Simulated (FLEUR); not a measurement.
**PbO (Litharge) under changes of volume**

One of the cells (19.940 Å³/atom); the others are scaled copies at fixed shape and fractional positions:

```
Pb O
1.0
     3.99000    0.00000    0.00000
     0.00000    3.99000    0.00000
     0.00000    0.00000    5.01000
Pb O
2 2
Direct
  0.50000 0.00000 0.76000
  0.00000 0.50000 0.24000
  0.50000 0.50000 0.00000
  0.00000 0.00000 0.00000
```

* Program: FLEUR MaX-R8.1 (later development tree)
* Functional: PBE
* Potentials or basis: all-electron
* Basis: FLAPW
* Kmax: 4.49 1/bohr
* k mesh: 7 × 7 × 6
* Occupations: fermi-dirac, width 0.05 eV
* Spin: no spin polarisation

```csv
volume (Å³/atom),energy over the lowest point (meV/atom),gap on the mesh (eV)
18.744,51.14,1.31
19.142,31.12,1.35
19.541,16.53,1.38
19.940,6.79,1.41
20.339,1.46,1.44
20.738,0.00,1.47
21.136,?,?
```

What does the run at 21.136 Å³/atom give?

Energy over the lowest point 2.01 meV/atom; gap on the mesh 1.49 eV.

Worked out: A Birch-Murnaghan fit of order 3 (a polynomial in V^(-2/3)) to the other rows has its minimum at 20.70 Å³/atom with B0 = V·E''(V) = 73 GPa and B' = 4.8 at fixed shape and positions, which overstates the stiffness. It gives 2.03 meV/atom at 21.136 Å³/atom, against the run's 2.01. A straight line through the other rows of the gap, of slope 1.56 eV per unit of ln V, extrapolates to 1.50 eV, against the run's 1.49.

Energies are extrapolated to zero smearing.

Caveats: spin-orbit coupling is left out, which as a rule narrows the gap of such compounds by several tenths of an eV; an odd mesh through Γ misses points on the zone boundary, where band edges often lie.
